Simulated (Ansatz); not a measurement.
Ansatz input file:

```yaml
crystal:
  lattice:
    - [0.0, 2.9663851, 2.9663851]
    - [2.9663851, 0.0, 2.9663851]
    - [2.9663851, 2.9663851, 0.0]
  atoms:
    - { symbol: Sn, position: [0.0, 0.0, 0.0] }
    - { symbol: Se, position: [0.5, 0.5, 0.5] }
basis:
  ecutwfc: 420
kpoints:
  mp_grid: { grid: [8, 8, 8] }
hamiltonian:
  xc: pbesol
scf:
  occupations: { method: gaussian, width: 0.02 }
output:
  forces: true
  stress: true
  eigenvalues: true
```

Run as
```bash
ansatz run input.yaml --threads 1 --pin off --max-ram 1331MiB --backend cpu --events-out ev --progress --plain --runs-dir out
```

Computed with Ansatz, DFT PBEsol, scalar-relativistic, plane waves, PAW.

Abridged output:

```
Pseudopotentials: kind: paw
Pseudopotential: Sn, paw, valence charge 14, recommended cutoff 420 eV (normal)
Pseudopotential: Se, paw, valence charge 16, recommended cutoff 420 eV (normal)
Functional definition: PBEsol
Crystal: 2 atoms, lattice volume = 52.205 Å³
Basis set: ecut = 420 eV, 965 PW (Γ), exchange–correlation on 60×60×60 points (8 copies of the dense FFT grid, shifted against one another)
Bands: 19, of which v1, the nominal top of the filled ones, is band 15 counted from 1 (14 counted from 0)
Symmetry: 48 space group operations
Space group: Fm-3m (ITA 225), of the structure as read, at distance tolerance 3.7e-5 Å
k-points: 29 of 512
Initial density: superposition of atomic densities (neutral atoms: chi_scale 0, normalization atom), corrected by the library's trained network
Initial wavefunctions: pseudopotential atomic-orbital guess
Functional: x = pbesol(κ = 0.804, μ = 0.12345679), c = pbesol(β = 0.046)
SCF iter   1: F=—  HF=-11374.866102 eV  |F-HF|=—  |Δ(HF+E_count)|=         —  Δρ=2.82e-3  dr2=6.21e-3  ethr=1.77e-3  ⟨swp⟩=6.1  Hψ=2689  notcnv=0
SCF iter   2: F=—  HF=-11374.862553 eV  |F-HF|=—  |Δ(HF+E_count)|=   3.55e-3  Δρ=1.05e-3  dr2=5.34e-4  ethr=2.07e-5  ⟨swp⟩=2.2  Hψ=1067  notcnv=0
SCF iter   3: F=—  HF=-11374.862382 eV  |F-HF|=—  |Δ(HF+E_count)|=   1.71e-4  Δρ=3.38e-4  dr2=5.06e-5  ethr=1.78e-6  ⟨swp⟩=2.1  Hψ=1009  notcnv=0
SCF iter   4: F=—  HF=-11374.862386 eV  |F-HF|=—  |Δ(HF+E_count)|=   3.59e-6  Δρ=1.54e-4  dr2=8.26e-6  ethr=1.69e-7  ⟨swp⟩=2.2  Hψ=949  notcnv=0
SCF iter   5: F=—  HF=-11374.862389 eV  |F-HF|=—  |Δ(HF+E_count)|=   3.22e-6  Δρ=2.86e-5  dr2=4.87e-7  ethr=2.75e-8  ⟨swp⟩=2.4  Hψ=966  notcnv=0
SCF iter   6: F=-11374.862389 eV  HF=-11374.862389 eV  |F-HF|=2.83e-8  |Δ(HF+E_count)|=   2.26e-7  Δρ=3.43e-6  dr2=5.96e-9  ethr=3.33e-10  ⟨swp⟩=5.8  Hψ=2573  notcnv=0
SCF 1 converged in 6 iterations: F = -11374.862389 eV  dr2 = 5.96e-9
SCF converged after 6 iterations
Free energy (F): -11374.862389 eV
Harris-Foulkes:  -11374.862389 eV  (|F-HF|=2.83e-8)
Internal energy: -11374.862389 eV  (E = F + TS)
E sigma→0 (E₀):  -11374.862389 eV
Fermi energy:    9.840607 eV
--- Per-component energies (eV) ---
  E_band       = -463.687646
  E_kinetic    = 304.391762
  E_local      = -3255.624873  (includes V_loc(G=0)·N_el)
  E_nonlocal   = -623.552568
  E_hartree    = 1719.223573
  E_xc         = -483.745804
  E_vxc        = -196.125860  (∫ρ·V_xc dr)
  E_paw        = -5929.434803  (= ΣΔE_a)
  E_vpaw       = -131.228159  (= ΣTr[D̂ρ^β])
  E_aug_tail   = -0.000573  (compensation charges beyond the density's cutoff)
  E_ewald      = -3107.412392
  E_core_change = 1.293290  (= ΣΔE_core)
  E_smearing   =  0.000000  (= −TS)
--- Forces (eV/Å), atoms counted from 1 ---
  atom   1  Sn     0.00000000     0.00000000     0.00000000
  atom   2  Se     0.00000000     0.00000000     0.00000000
--- Stress (GPa, compression-positive) ---
        0.364094       0.000000       0.000000
        0.000000       0.364094       0.000000
        0.000000       0.000000       0.364094
  P = ⅓ Tr σ = 0.3641 GPa (3.641 kbar)
--- Band table (eV; the first three rows and the last of 29) ---
  k-point 0: bands = ["-38.2616", "-38.2616", "-38.2596", "-38.2596", "-38.2596", "-11.9294", "-11.9294", "-11.9277", "-11.9277", "-11.9277", "-4.6082", "4.6119", "7.2696", "7.2696", "7.2696", "14.0316", "14.0316", "14.0316", "15.3373"]
  k-point 1: bands = ["-38.2616", "-38.2616", "-38.2596", "-38.2596", "-38.2596", "-11.9307", "-11.9307", "-11.9273", "-11.9256", "-11.9256", "-4.4891", "3.9348", "7.2891", "7.2891", "7.8051", "13.0871", "13.2348", "13.2348", "15.3216"]
  k-point 2: bands = ["-38.2616", "-38.2616", "-38.2596", "-38.2596", "-38.2596", "-11.9343", "-11.9343", "-11.9263", "-11.9201", "-11.9201", "-4.1660", "2.7282", "7.3572", "7.3572", "8.6067", "11.7652", "12.0180", "12.0180", "15.6256"]
  k-point 28: bands = ["-38.2616", "-38.2615", "-38.2596", "-38.2596", "-38.2594", "-11.9549", "-11.9285", "-11.9213", "-11.9213", "-11.9062", "-3.2181", "2.5148", "4.5795", "4.5795", "8.7881", "11.0650", "14.3679", "14.3679", "16.9180"]
```

The run converged.